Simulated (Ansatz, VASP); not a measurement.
**Ga in VASP and in Ansatz**

```xyz
2
Lattice="1.4784 -4.1447 0.0000 1.4784 4.1447 0.0000 0.0000 0.0000 3.2322" Properties=species:S:1:pos:R:3 pbc="T T T"
Ga    1.4784    3.0422    2.4241
Ga    1.4784   -3.0422    0.8080
```

Change from the starting cell: volume scaled by 1.06.

Alike in both runs: task single point; functional PBE; k mesh 10 × 10 × 8; occupations fermi-dirac, width 0.05 eV; no spin polarisation.

|  | VASP | Ansatz |
| --- | --- | --- |
| version | VASP 6.6.1 | Ansatz 0.2.0 |
| potentials or method | VASP PAW PBE potentials, release 64 (Ga_d) | Ansatz PAW |
| plane-wave cutoff (eV) | 520 | 420 |
| valence electrons in the cell | 26 | 26 |

Ansatz gave:

- gap on the k mesh at the Fermi level (eV): none
- pressure (GPa): -1.4
- largest component of the traceless stress (GPa): 1.04
- rms of the force components (eV/Å): 0.109

Question: Estimate VASP's values.

Answer: gap on the k mesh at the Fermi level (eV): none; pressure (GPa): -1.3; largest component of the traceless stress (GPa): 1.05; rms of the force components (eV/Å): 0.110.

Atom by atom the forces differ by 0.001 eV/Å (rms over components). A gap of «none» marks a metal or a gap that the smearing closes.
